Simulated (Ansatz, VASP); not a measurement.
## Al26MoN27 (Mo_Al) in two plane-wave programs

Wanted: the spread between two codes on one cell, functional and k mesh. The structure shown is the start of the Ansatz relaxation below; VASP solves that cell, so the two are compared at the walk's first step.

Method: plane waves, with VASP 6.6.1 beside it; r2SCAN, in Ansatz 0.2.0.

**1. Starting point**

The cell holds 54 atoms: 26 Al, 27 N and 1 Mo. Its edges and angles: a = 9.269 Å, b = 9.269 Å, c = 9.269 Å, α = 60.0°, β = 60.0°, γ = 60.0°. It derives from AlN (AlN (F-43m)). Nearest the centre at fractional (0.333, 0.667, 0.667): Mo54 at 0.05 Å, N44 at 1.85 Å, N35 at 1.91 Å, N43 at 1.91 Å, N41 at 1.92 Å, Al26 at 3.06 Å, Al9 at 3.07 Å, Al7 at 3.07 Å. The cell carries charge +1.

As a file:

```xyz
54
Lattice="0.0000 6.5542 6.5542 6.5542 0.0000 6.5542 6.5542 6.5542 0.0000" Properties=species:S:1:pos:R:3 pbc="T T T"
Al    6.5414   13.0639    6.5352
Al    2.1862    8.6929    6.5737
Al    4.4169   10.9352    6.5650
Al    2.1963    6.5916    8.7079
Al    4.4086    8.7131    8.7562
Al    6.5410    4.3680    2.2329
Al    4.3341    0.0330    4.3569
Al    6.5186    2.1744    4.4030
Al    8.6930    4.3783    4.3871
Al   13.0705    8.7063    8.7382
Al    2.1921    4.3731    2.2341
Al    4.3520    6.5146    2.2097
Al    2.2171    2.1742    4.3329
Al    4.4080    4.3381    4.3749
Al    6.5500    6.5127    4.3419
Al    4.3991    2.2072    6.5875
Al    6.5100    4.3562    6.5350
Al    6.5354    4.4072   10.8968
Al    2.2177    6.5172    4.3760
Al    4.3613    8.7370    4.4187
Al    2.1893    4.3608    6.5052
Al    4.3758    6.5971    6.5790
Al    6.5536    8.7421    6.6041
Al    4.4106    4.3765    8.7664
Al    6.5330    6.5994    8.7357
Al    8.7088    8.7373    8.6991
N     1.1060    1.0538    1.1212
N     3.2824    3.2743    1.1420
N     5.4601    5.4694    1.1418
N     3.3109    1.0707    3.2473
N     5.4318    3.3153    3.2888
N     7.6773    5.4605    3.3165
N     5.5106    1.0834    5.4679
N     7.6659    3.2846    5.5073
N     9.8363    5.4188    5.4869
N     1.0980    3.2370    3.3064
N     3.3036    5.4243    3.2970
N     5.4599    7.6301    3.2299
N     3.2638    3.2308    5.4485
N     5.4124    5.4694    5.4630
N     7.6244    7.6342    5.4187
N     5.4542    3.2645    7.5988
N     7.6689    5.4464    7.6886
N     9.7935    7.6149    7.6383
N     1.1355    5.4709    5.4854
N     3.2398    7.6706    5.4387
N     5.4604    9.8294    5.4119
N     3.3096    5.4290    7.6657
N     5.4403    7.6019    7.6400
N     7.6493    9.8312    7.6965
N     5.4878    5.5000    9.8504
N     7.6523    7.6644    9.8777
N     9.7839    9.8282    9.8469
Mo    8.7283    6.5609    6.6026
```

**2. Ansatz: relaxation, r2SCAN**

Ansatz runs on its PAW soft_1 files.

The two programs are compared at the cell with which this relaxation starts, whose forces are those of its first step.

The input, input.yaml:

```yaml
crystal:
  lattice:
    - [0.0, 6.55418986, 6.55418986]
    - [6.55418986, 0.0, 6.55418986]
    - [6.55418986, 6.55418986, 0.0]
  atoms:
    - { symbol: Al, position: [0.0, 0.0, 0.0] }
    - { symbol: "N", position: [0.08333333, 0.08333333, 0.08333333] }
    - { symbol: Al, position: [0.0, 0.0, 0.33333333] }
    - { symbol: "N", position: [0.08333333, 0.08333333, 0.41666667] }
    - { symbol: Al, position: [0.0, 0.0, 0.66666667] }
    - { symbol: "N", position: [0.08333333, 0.08333333, 0.75] }
    - { symbol: Al, position: [0.0, 0.33333333, 0.0] }
    - { symbol: "N", position: [0.08333333, 0.41666667, 0.08333333] }
    - { symbol: Al, position: [0.0, 0.33333333, 0.33333333] }
    - { symbol: "N", position: [0.08333333, 0.41666667, 0.41666667] }
    - { symbol: Al, position: [0.0, 0.33333333, 0.66666667] }
    - { symbol: "N", position: [0.08333333, 0.41666667, 0.75] }
    - { symbol: Al, position: [0.0, 0.66666667, 0.0] }
    - { symbol: "N", position: [0.08333333, 0.75, 0.08333333] }
    - { symbol: Al, position: [0.0, 0.66666667, 0.33333333] }
    - { symbol: "N", position: [0.08333333, 0.75, 0.41666667] }
    - { symbol: Al, position: [0.0, 0.66666667, 0.66666667] }
    - { symbol: "N", position: [0.08333333, 0.75, 0.75] }
    - { symbol: Al, position: [0.33333333, 0.0, 0.0] }
    - { symbol: "N", position: [0.41666667, 0.08333333, 0.08333333] }
    - { symbol: Al, position: [0.33333333, 0.0, 0.33333333] }
    - { symbol: "N", position: [0.41666667, 0.08333333, 0.41666667] }
    - { symbol: Al, position: [0.33333333, 0.0, 0.66666667] }
    - { symbol: "N", position: [0.41666667, 0.08333333, 0.75] }
    - { symbol: Al, position: [0.33333333, 0.33333333, 0.0] }
    - { symbol: "N", position: [0.41666667, 0.41666667, 0.08333333] }
    - { symbol: Al, position: [0.33333333, 0.33333333, 0.33333333] }
    - { symbol: "N", position: [0.41666667, 0.41666667, 0.41666667] }
    - { symbol: Al, position: [0.33333333, 0.33333333, 0.66666667] }
    - { symbol: "N", position: [0.41666667, 0.41666667, 0.75] }
    - { symbol: Al, position: [0.33333333, 0.66666667, 0.0] }
    - { symbol: "N", position: [0.41666667, 0.75, 0.08333333] }
    - { symbol: Al, position: [0.33333333, 0.66666667, 0.33333333] }
    - { symbol: "N", position: [0.41666667, 0.75, 0.41666667] }
    - { symbol: Mo, position: [0.33333333, 0.66666667, 0.66666667] }
    - { symbol: "N", position: [0.41666667, 0.75, 0.75] }
    - { symbol: Al, position: [0.66666667, 0.0, 0.0] }
    - { symbol: "N", position: [0.75, 0.08333333, 0.08333333] }
    - { symbol: Al, position: [0.66666667, 0.0, 0.33333333] }
    - { symbol: "N", position: [0.75, 0.08333333, 0.41666667] }
    - { symbol: Al, position: [0.66666667, 0.0, 0.66666667] }
    - { symbol: "N", position: [0.75, 0.08333333, 0.75] }
    - { symbol: Al, position: [0.66666667, 0.33333333, 0.0] }
    - { symbol: "N", position: [0.75, 0.41666667, 0.08333333] }
    - { symbol: Al, position: [0.66666667, 0.33333333, 0.33333333] }
    - { symbol: "N", position: [0.75, 0.41666667, 0.41666667] }
    - { symbol: Al, position: [0.66666667, 0.33333333, 0.66666667] }
    - { symbol: "N", position: [0.75, 0.41666667, 0.75] }
    - { symbol: Al, position: [0.66666667, 0.66666667, 0.0] }
    - { symbol: "N", position: [0.75, 0.75, 0.08333333] }
    - { symbol: Al, position: [0.66666667, 0.66666667, 0.33333333] }
    - { symbol: "N", position: [0.75, 0.75, 0.41666667] }
    - { symbol: Al, position: [0.66666667, 0.66666667, 0.66666667] }
    - { symbol: "N", position: [0.75, 0.75, 0.75] }
  host:
    repeats: [3, 3, 3]
    atoms:
      - { symbol: Al, position: [0.0, 0.0, 0.0] }
      - { symbol: "N", position: [0.25, 0.25, 0.25] }
total_charge: 1
basis:
  ecutwfc: 500
  xc_grid: 2
hamiltonian:
  xc: r2scan
  pseudopotentials: { kind: paw, azcp: { folder: soft_1 } }
kpoints:
  mp_grid: { grid: [1, 1, 1], shift: [0.25, 0.25, 0.25] }
scf:
  occupations: { method: fermi_dirac, width: 0.01 }
  max_iter: 60
output:
  forces: true
  charged_corrections:
    epsilon: 4.64
    static_epsilon: 8.51
    defect_position: [0.333333, 0.666667, 0.666667]
relax:
  f_tol: 0.02
  max_steps: 80
  random_displacement: { amplitude: 0.05, seed: 8517 }
checkpoint:
  write: "../qp1.relax_smeared.run"
  compress: false
  write_wavefunctions: true
  write_every: 100000
```

Command:

```console
$ ansatz run input.yaml --threads 4 --pin off --max-ram 7536MiB --backend cpu --events-out ev --progress --plain --runs-dir out
```

Numbers of over 12 decimals in the logs are rounded to 6 here.

The log of the run:

```text
Engine: ansatz 0.2.0, aarch64-unknown-linux-gnu
Pseudopotentials: kind: paw
Pseudopotential: Al, paw, valence charge 3, recommended cutoff 500 eV (meta_gga), soft_1/Al.paw.azcp
Pseudopotential: N, paw, valence charge 5, recommended cutoff 500 eV (meta_gga), soft_1/N.paw.azcp
Pseudopotential: Mo, paw, valence charge 14, recommended cutoff 500 eV (meta_gga), soft_1/Mo.paw.azcp
Functional definition: r2SCAN
  parameter k0 = 0.174
  parameter k1 = 0.065
  parameter a1 = 4.9479
  exchange = r2scan_x(k0 = k0, k1 = k1, a1 = a1)
  correlation = r2scan_c
Crystal: 54 atoms, lattice volume = 563.102 Å³
Basis set: ecut = 500 eV, 14331 PW (Γ), exchange–correlation on 144×144×144 points (8 copies of the dense FFT grid, shifted against one another)
Bands: 167, of which v1, the nominal top of the filled ones, is band 113 counted from 1 (112 counted from 0)
Symmetry: 1 space group operations
k-points: 1
Non-local potential: Al, projectors of the file, l = 0: 2, l = 1: 2, l = 2: 1
Non-local potential: N, projectors of the file, l = 0: 2, l = 1: 2, l = 2: 1
Non-local potential: Mo, projectors of the file, l = 0: 3, l = 1: 2, l = 2: 2, l = 3: 1
PAW form: soft (Blöchl's): semilocal exchange-correlation on the pseudo side does not see the compensation charge
PAW frozen core: Al, regenerated for the run's functional (the file was generated under x = pbe(κ = 0.804, μ = 0.219515), c = pbe(β = 0.066725))
PAW frozen core: N, regenerated for the run's functional (the file was generated under x = pbe(κ = 0.804, μ = 0.219515), c = pbe(β = 0.066725))
PAW frozen core: Mo, regenerated for the run's functional (the file was generated under x = pbe(κ = 0.804, μ = 0.219515), c = pbe(β = 0.066725))
PAW one-centre angular grid: Al, 302 points (default); XC on 160 Gauss nodes
PAW one-centre angular grid: N, 302 points (default); XC on 160 Gauss nodes
PAW one-centre angular grid: Mo, 590 points (default); XC on 160 Gauss nodes
Initial density: superposition of atomic densities (chi_scale 0.1, normalization cell, long waves kept (reshape's long-wave potential 0.05 eV rms))
Initial wavefunctions: pseudopotential atomic-orbital guess
Functional: x = r2scan, c = r2scan; τ floored in thin density (d = 2e-4 eV/Å³)
SCF iter   1: F=—  HF=-29526.904055 eV  |F-HF|=—  |Δ(HF+E_count)|=         —  Δρ=1.43e-1  dr2=1.41e2  dr2_τ=1.57e1  ethr=3.10e-3  ⟨swp⟩=6.0  Hψ=719  notcnv=0  defer=22
preconditioner: auto → Resta (q_TF=auto, 2.343 Å⁻¹)  ε∞=3.4  [insulator: Δε(μ)=0.063 eV  Ē_g=14.886 eV  σ=0.010 eV  W_gap=0.92  n_scr=112 (ndim 8)  ℏωp=23.1 eV  f_vac=0.000  D(μ)=15.61/eV (n_scr^D=112)  ε∞_Penn≈3.4]
SCF iter   2: F=—  HF=-29492.746479 eV  |F-HF|=—  |Δ(HF+E_count)|=    3.42e1  Δρ=5.48e-2  dr2=1.22e1  dr2_τ=3.90e0  ethr=3.10e-3  ⟨swp⟩=4.0  Hψ=434  notcnv=0  defer=46
SCF iter   3: F=—  HF=-29495.057896 eV  |F-HF|=—  |Δ(HF+E_count)|=    2.31e0  Δρ=3.46e-2  dr2=4.52e0  dr2_τ=6.30e-1  ethr=3.10e-3  ⟨swp⟩=3.0  Hψ=317  notcnv=0  defer=46
SCF iter   4: F=—  HF=-29495.116861 eV  |F-HF|=—  |Δ(HF+E_count)|=   5.90e-2  Δρ=2.32e-2  dr2=1.75e0  dr2_τ=2.82e-1  ethr=2.00e-3  ⟨swp⟩=2.0  Hψ=313  notcnv=0  defer=46
SCF iter   5: F=—  HF=-29495.214062 eV  |F-HF|=—  |Δ(HF+E_count)|=   9.72e-2  Δρ=1.82e-2  dr2=9.38e-1  dr2_τ=1.30e-1  ethr=7.73e-4  ⟨swp⟩=2.0  Hψ=241  notcnv=0  defer=46
SCF iter   6: F=—  HF=-29495.142045 eV  |F-HF|=—  |Δ(HF+E_count)|=   7.20e-2  Δρ=1.26e-2  dr2=4.31e-1  dr2_τ=2.44e-2  ethr=4.15e-4  ⟨swp⟩=2.0  Hψ=126  notcnv=0  defer=46
SCF iter   7: F=—  HF=-29495.171682 eV  |F-HF|=—  |Δ(HF+E_count)|=   2.96e-2  Δρ=1.85e-2  dr2=9.48e-1  dr2_τ=1.01e-1  ethr=1.91e-4  ⟨swp⟩=2.0  Hψ=314  notcnv=0  defer=46
SCF iter   8: F=—  HF=-29495.186886 eV  |F-HF|=—  |Δ(HF+E_count)|=   1.52e-2  Δρ=1.93e-2  dr2=1.03e0  dr2_τ=4.88e-2  ethr=1.91e-4  ⟨swp⟩=1.0  Hψ=121  notcnv=0  defer=46
SCF iter   9: F=—  HF=-29495.126837 eV  |F-HF|=—  |Δ(HF+E_count)|=   6.00e-2  Δρ=4.70e-3  dr2=6.31e-2  dr2_τ=1.40e-3  ethr=1.91e-4  ⟨swp⟩=2.0  Hψ=124  notcnv=0  defer=46
SCF iter  10: F=—  HF=-29495.128409 eV  |F-HF|=—  |Δ(HF+E_count)|=   1.57e-3  Δρ=5.36e-3  dr2=7.87e-2  dr2_τ=8.53e-3  ethr=2.79e-5  ⟨swp⟩=2.0  Hψ=126  notcnv=0  defer=46
SCF iter  11: F=—  HF=-29495.127357 eV  |F-HF|=—  |Δ(HF+E_count)|=   1.05e-3  Δρ=4.25e-3  dr2=4.92e-2  dr2_τ=1.51e-3  ethr=2.79e-5  ⟨swp⟩=1.0  Hψ=121  notcnv=0  defer=46
SCF iter  12: F=—  HF=-29495.126004 eV  |F-HF|=—  |Δ(HF+E_count)|=   1.35e-3  Δρ=7.11e-4  dr2=1.39e-3  dr2_τ=6.20e-4  ethr=2.18e-5  ⟨swp⟩=1.0  Hψ=121  notcnv=0  defer=46
SCF iter  13: F=—  HF=-29495.125906 eV  |F-HF|=—  |Δ(HF+E_count)|=   9.81e-5  Δρ=1.04e-3  dr2=2.98e-3  dr2_τ=1.96e-4  ethr=6.14e-7  ⟨swp⟩=2.0  Hψ=122  notcnv=0  defer=46
SCF iter  14: F=—  HF=-29495.125845 eV  |F-HF|=—  |Δ(HF+E_count)|=   6.11e-5  Δρ=5.89e-4  dr2=9.47e-4  dr2_τ=3.11e-5  ethr=6.14e-7  ⟨swp⟩=1.0  Hψ=121  notcnv=0  defer=46
[...]
atom  18  N     -0.00332622     0.00347399     0.00197200
  atom  19  Al    -0.00180155     0.00006405     0.00079331
  atom  20  N      0.00101305     0.00141750    -0.00038803
  atom  21  Al     0.00074761    -0.00195971    -0.00135697
  atom  22  N     -0.00111447    -0.00100973    -0.00249824
  atom  23  Al     0.00623716     0.00025212     0.00358083
  atom  24  N     -0.00072184    -0.00038759    -0.00260710
  atom  25  Al     0.00088320    -0.00269408     0.00032576
  atom  26  N     -0.00123842    -0.00052990    -0.00364770
  atom  27  Al     0.00105755    -0.00210781     0.00046924
  atom  28  N     -0.00349553    -0.00018176    -0.00317155
  atom  29  Al     0.00043991     0.00713103     0.00110934
  atom  30  N      0.00247754    -0.00328372     0.00154952
  atom  31  Al     0.00617406     0.00605646    -0.00025409
  atom  32  N     -0.00101043     0.00115049    -0.00182282
  atom  33  Al    -0.00057793     0.00041868     0.00649253
  atom  34  N      0.00253636     0.00234945    -0.00206350
  atom  35  Mo    -0.00442254    -0.00627324    -0.00860132
  atom  36  N      0.00182761     0.00191103     0.00103993
  atom  37  Al     0.00112168    -0.00032164     0.00086132
  atom  38  N      0.00022438    -0.00078823    -0.00341403
  atom  39  Al     0.00121240    -0.00004920     0.00437137
  atom  40  N     -0.00261556    -0.00064225    -0.00243363
  atom  41  Al     0.00253527     0.00048911    -0.00137408
[...]
atom  47  Al     0.00037907    -0.00280564     0.00199485
  atom  48  N      0.00038612    -0.00105847    -0.00231933
  atom  49  Al     0.00312220    -0.00307103    -0.00029862
  atom  50  N      0.00114464     0.00191131    -0.00100704
  atom  51  Al    -0.00091737     0.00094789    -0.00320643
  atom  52  N      0.00012286    -0.00137170    -0.00158093
  atom  53  Al    -0.00145268     0.00531157     0.00292532
  atom  54  N     -0.00085751     0.00030078    -0.00101023
  max |Σ_I F_I| component: 2.61e-2 eV/Å
--- Charged-cell corrections in eV (Makov–Payne, q = +1.000 e, ε = 8.510) ---
  F (periodic)     = -29496.910494  (uncorrected; the corrections below are reported, never added to it)
  E_corr1          = +0.295917  (monopole, q²α_M/2εL)
  F Makov-Payne    = -29496.614577  (F + E_corr1; no measured alignment; for a localised charge, not one spread in a band: unchecked)
  no potential alignment in this run, which stands beside a crystal: run the host's input off ansatz write-host-input, and read the two finished runs by ansatz place-levels (neither reads a slab, a wire or a sheet, whose cell leaves a vacuum)
--- Band table (eV) ---
  k-point 0: bands = [... 109 lower, 6.8047, 7.0391, 7.0393, 10.1685, 10.1685, 11.2034, 11.3817, 11.3820, ... 50 higher]
--- Relaxed structure (8 steps of the walk, 7 accepted, 0 SCFs on fresh bases) ---
  F+E_penalty+E_count = -29496.91049360 eV   max|allowed force component| = 8.129e-3 eV/Å
  atoms:
    - { symbol: Al, position: [-0.000401811, 0.00150786, -0.000757996] }
    - { symbol: N, position: [0.083614, 0.084686, 0.082412] }
    - { symbol: Al, position: [-0.000243034, 0.00158147, 0.331865] }
    - { symbol: N, position: [0.083869, 0.084593, 0.415953] }
    - { symbol: Al, position: [-0.00338269, 0.00709835, 0.664446] }
    - { symbol: N, position: [0.083709, 0.084729, 0.748933] }
    - { symbol: Al, position: [-0.000228004, 0.334121, -0.00069422] }
    - { symbol: N, position: [0.083879, 0.418219, 0.082313] }
    - { symbol: Al, position: [0.000257143, 0.334596, 0.332336] }
    - { symbol: N, position: [0.083729, 0.418107, 0.415813] }
    - { symbol: Al, position: [0.000254848, 0.334603, 0.665417] }
    - { symbol: N, position: [0.083973, 0.418317, 0.748914] }
    - { symbol: Al, position: [-0.00339437, 0.666690, 0.00486198] }
    - { symbol: N, position: [0.083714, 0.751211, 0.082433] }
    - { symbol: Al, position: [0.000232359, 0.667709, 0.332320] }
    - { symbol: N, position: [0.083954, 0.751209, 0.416024] }
    - { symbol: Al, position: [-0.00417575, 0.666795, 0.664523] }
    - { symbol: N, position: [0.072442, 0.755138, 0.752887] }
    - { symbol: Al, position: [0.332707, 0.00112421, -0.00113555] }
    - { symbol: N, position: [0.417302, 0.083975, 0.081752] }
    - { symbol: Al, position: [0.332359, 0.00712214, 0.328685] }
    - { symbol: N, position: [0.416853, 0.084728, 0.415789] }
    - { symbol: Al, position: [0.332253, 0.00592272, 0.664333] }
    - { symbol: N, position: [0.417255, 0.083482, 0.749323] }
    - { symbol: Al, position: [0.332363, 0.330891, 0.00491987] }
    - { symbol: N, position: [0.416870, 0.418060, 0.082445] }
    - { symbol: Al, position: [0.333337, 0.334599, 0.332336] }
    - { symbol: N, position: [0.416841, 0.418329, 0.416036] }
    - { symbol: Al, position: [0.332457, 0.330166, 0.664540] }
    - { symbol: N, position: [0.420857, 0.406695, 0.752935] }
    - { symbol: Al, position: [0.332256, 0.666602, 0.0036231] }
    - { symbol: N, position: [0.417248, 0.751604, 0.081184] }
    - { symbol: Al, position: [0.332444, 0.666816, 0.327884] }
    - { symbol: N, position: [0.420843, 0.755156, 0.404463] }
    - { symbol: Mo, position: [0.332336, 0.666550, 0.664315] }
    - { symbol: N, position: [0.419570, 0.753899, 0.751599] }
    - { symbol: Al, position: [0.666911, 0.00122447, -0.00101495] }
    - { symbol: N, position: [0.750212, 0.084551, 0.082290] }
    - { symbol: Al, position: [0.667147, 0.0015002, 0.331705] }
    - { symbol: N, position: [0.750318, 0.084694, 0.415705] }
    - { symbol: Al, position: [0.666783, 0.00110942, 0.664798] }
    - { symbol: N, position: [0.749691, 0.083960, 0.749371] }
    - { symbol: Al, position: [0.667170, 0.333945, -0.000756078] }
    - { symbol: N, position: [0.750340, 0.417965, 0.082408] }
    - { symbol: Al, position: [0.667230, 0.334121, 0.331850] }
    - { symbol: N, position: [0.750248, 0.418214, 0.415956] }
    - { symbol: Al, position: [0.672838, 0.330871, 0.664455] }
    - { symbol: N, position: [0.750390, 0.418040, 0.748933] }
    - { symbol: Al, position: [0.666794, 0.667045, -0.00115175] }
    - { symbol: N, position: [0.749677, 0.751630, 0.081713] }
    - { symbol: Al, position: [0.672827, 0.666695, 0.328644] }
    - { symbol: N, position: [0.750372, 0.751206, 0.415782] }
    - { symbol: Al, position: [0.671590, 0.666589, 0.664328] }
    - { symbol: N, position: [0.749139, 0.751588, 0.749316] }
```

(Continued in part 2 of 2.)

[Lines on the potential files, build, host, timing and source positions are cut from VASP's logs without a mark.]

[Logs are printed without paths, hosts, clocks, repeated set-up lines and the standing remarks that a program may print on its own settings, such as how far it seeks lower states.]

[Hosts, paths, dates, database ids (printed as entryN), source tags and the programs' standing remarks are cut or masked in the printed files.]
